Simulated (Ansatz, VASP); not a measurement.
# Hg in VASP and in Ansatz

```
CELL_PARAMETERS angstrom
2.96528 0.00000 0.00000
0.00000 2.96528 0.00000
0.00000 0.00000 2.96528
ATOMIC_POSITIONS crystal
Hg 0.00000 0.00000 0.00000
```

Alike in both runs: task single point; functional PBE; k mesh 11 × 11 × 11; occupations fermi-dirac, width 0.1 eV; no spin polarisation.

```csv
,VASP,Ansatz
version,VASP 6.6.1,Ansatz 0.2.0
potentials or method,"VASP PAW PBE potentials, release 64 (Hg)","plane waves (420 eV) with PAW, scalar-relativistic"
plane-wave cutoff (eV),520,420
valence electrons in the cell,12,20
```

|  | VASP | Ansatz | Ansatz less VASP |
| --- | --- | --- | --- |
| pressure (GPa) | 3.9 | 3.5 | -0.35 |

The functional is the same, so the differences come from potentials, cutoffs and numerics. The two sets of potentials don't hold the same shells in valence.

Spin-orbit coupling is left out, which matters for the levels of Hg.
